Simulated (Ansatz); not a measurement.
Ir (space group Fm-3m) relaxed with several functionals in Ansatz (plane waves to 420 eV, scalar-relativistic PAW, no spin-orbit coupling, symmetry kept). The database cell has 14.06 Å³/atom; its temperature or method isn't stated, so the comparison with it is no error of the functional. No moments.

```json
{"functional": "PBE", "conventional cell": "a = 3.871 Å, b = 3.871 Å, c = 3.871 Å, α = 90.00°, β = 90.00°, γ = 90.00°", "V (Å³/atom)": "14.50", "against the database cell (%)": "3.1", "gap on mesh (eV)": "0.00", "largest moment (μB)": "0.00"}
{"functional": "LDA", "conventional cell": "a = 3.811 Å, b = 3.811 Å, c = 3.811 Å, α = 90.00°, β = 90.00°, γ = 90.00°", "V (Å³/atom)": "13.84", "against the database cell (%)": "-1.6", "gap on mesh (eV)": "0.00", "largest moment (μB)": "0.00"}
{"functional": "PBE+D3(BJ)", "conventional cell": "a = 3.841 Å, b = 3.841 Å, c = 3.841 Å, α = 90.00°, β = 90.00°, γ = 90.00°", "V (Å³/atom)": "14.16", "against the database cell (%)": "0.7", "gap on mesh (eV)": "0.00", "largest moment (μB)": "0.00"}
```